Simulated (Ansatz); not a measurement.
What strain does to InAs (F-43m)

A 2-atom cell of InAs started from a crystallographic database, relaxed with r2SCAN in Ansatz 0.2.0. It is cubic, F-43m (No. 216); a = 6.109 Å in the conventional setting, 28.50 Å³ an atom. In has 4 As at 2.65 Å; As has 4 In at 2.65 Å.

The axes x, y and z are those of this cell:
```
CELL_PARAMETERS angstrom
0.00000 3.05459 3.05459
3.05459 0.00000 3.05459
3.05459 3.05459 0.00000
ATOMIC_POSITIONS crystal
In 0.00000 0.00000 0.00000
As 0.25000 0.25000 0.25000
```

Unstrained: With HSE06 the gap is 0.358 eV and direct, at Γ. Meshes: HSE06 6×6×6. Strains are changes of length per length, and xy shears are angles. After each strain the atoms were relaxed again with r2SCAN within the symmetry that the strain leaves, so tilts or polar shifts that break it weren't tested; points keep the names that they have in the unstrained zone. Calculated for a static, non-magnetic cell.

Changes of the least gap in eV (an overlap counts as a negative gap):

| strain | volume change (%) | space group | HSE06 |
| --- | --- | --- | --- |
| xy shear, engineering strain (angle) +0.46 % | 0.0 | Imm2 | -0.015 |
| epitaxial -1.14 % in the xy plane, free normal strain +1.20 % | -1.1 | I-4m2 | +0.021 |
| biaxial -4.78 % in x and y, z held | -9.3 | I-4m2 | +0.469 |

Xy shear, engineering strain (angle) +0.46 %. HSE06: the gap goes from 0.358 to 0.343 eV (-0.015 eV); with HSE06 the top three valence levels at Γ, degenerate before, become 1+1+1 from the top over 31 meV.

Epitaxial -1.14 % in the xy plane, free normal strain +1.20 %. HSE06: the gap goes from 0.358 to 0.379 eV (+0.021 eV); with HSE06 the top three valence levels at Γ, degenerate before, become 2+1 from the top over 124 meV.

Biaxial -4.78 % in x and y, z held. HSE06: the gap goes from 0.358 to 0.827 eV (+0.469 eV); with HSE06 the top three valence levels at Γ, degenerate before, become 2+1 from the top over 289 meV.

Spin-orbit coupling is left out, which matters wherever the heavy atoms make up the band edges.

The meshes of the hybrids are coarse, so their gaps aren't converged to the digits shown.

The splittings at Γ are without spin-orbit coupling, which regroups them where it is of like size or larger.
